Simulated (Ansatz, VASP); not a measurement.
This is a calculation of BeTe for Ansatz 0.2.0.

Contents of input.yaml:

```yaml
crystal:
  lattice:
    - [0.0, 2.77, 2.77]
    - [2.77, 0.0, 2.77]
    - [2.77, 2.77, 0.0]
  atoms:
    - { symbol: Te, position: [0.75, 0.75, 0.75] }
    - { symbol: Be, position: [0.0, 0.0, 0.0] }
hamiltonian:
  xc: lda
  pseudopotentials: { kind: paw }
kpoints:
  mp_grid: { grid: [8, 8, 8] }
scf:
  occupations: { method: gaussian, width: 0.02 }
output:
  forces: true
  stress: true
  eigenvalues: true
```

Potentials or basis: Ansatz PAW.

Command:

```sh
$ ansatz run input.yaml --threads 2 --pin off --max-ram 5632MiB --backend cpu --events-out ev --progress --plain --runs-dir out
```

Problem. Set up the same calculation for VASP 6.6.1. Potentials there: VASP PAW LDA potentials, release 64 (Te, Be).

Solution. As run (the cutoff follows the program's own potentials):

The input INCAR:

```
SYSTEM = BeTe
  PREC = Accurate
  ENCUT = 520
  EDIFF = 1E-6
  ISMEAR = 0
  SIGMA = 0.02
  LREAL = .FALSE.
  LASPH = .TRUE.
  NELM = 60
  ALGO = Normal
  ISIF = 2
  LWAVE = .FALSE.
  LCHARG = .FALSE.
  NBANDS = 11
```

File KPOINTS:

```
Automatic mesh
0
G
  8 8 8
  0 0 0
```

File POSCAR:

```
BeTe
1.0
    0.0000000000      2.7700000000      2.7700000000
    2.7700000000      0.0000000000      2.7700000000
    2.7700000000      2.7700000000      0.0000000000
Te Be
1 1
Direct
    0.7500000000      0.7500000000      0.7500000000
    0.0000000000      0.0000000000      0.0000000000
```

Potentials or basis: VASP PAW LDA potentials, release 64 (Te, Be).

Launch:

```sh
$ cat potpaw_LDA.64/Te/POTCAR potpaw_LDA.64/Be/POTCAR > POTCAR
$ mpirun -np 1 vasp_std > vasp.out
```

Both were run:

|  | VASP | Ansatz | Ansatz less VASP |
| --- | --- | --- | --- |
| gap on the k mesh at the Fermi level (eV) | 1.75 | 1.77 | +0.020 |
| least direct gap on the mesh (eV) | 3.54 | 3.58 | +0.038 |
| pressure (GPa) | 0.8 | 0.5 | -0.29 |

The two sets of potentials don't hold the same shells in valence.

Caveats: spin-orbit coupling is left out, which moves the levels of the heavy elements; the PAW data sets come from PBE, with cores solved anew for the run's functional, which leaves a small shift of forces and pressure (Ansatz). A k mesh can miss the band edges. LDA gaps usually lie below the measured ones, often by a third to a half.
